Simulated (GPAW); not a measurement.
BaTiO3 (Barioperovskite):

```
Ba Ti O
1.0
     3.98550    0.00000    0.00000
     0.00000    2.83690    2.84515
     0.00000   -2.83690    2.84515
Ba Ti O
1 1 3
Direct
  0.00000 0.00000 0.00000
  0.50000 0.51240 0.51240
  0.50000 0.99184 0.50524
  0.50000 0.50524 0.99184
  0.00000 0.48740 0.48740
```

Base run:

| Quantity | Value |
| --- | --- |
| Program | GPAW 26.7.0 |
| Functional | PBEsol |
| Potentials or basis | PAW data sets generated in the run's folder for this functional |
| Cutoff | 800 eV |
| Basis | pw |
| k mesh | 5 × 5 × 5 |
| Occupations | fermi-dirac, width 0.05 eV |
| Spin | no spin polarisation |

Its results: band gap on the k mesh 1.97 eV, indirect (least direct gap 2.03 eV); pressure -2.5 GPa; largest force 0.261 eV/Å.

Problem. The run is repeated on the same cell with these changes: functional from PBEsol to LDA; potentials or basis from PAW data sets generated in the run's folder for this functional to the program's PAW data sets (release 1.2.1) made for this functional. What comes out?

Solution. Band gap on the k mesh 1.93 eV, indirect (least direct gap 1.99 eV); pressure -7.3 GPa; largest force 0.312 eV/Å.

Caveats: spin-orbit coupling is left out, which moves the levels of the heavy elements; the mesh misses the band edges, which the band path finds closer together.
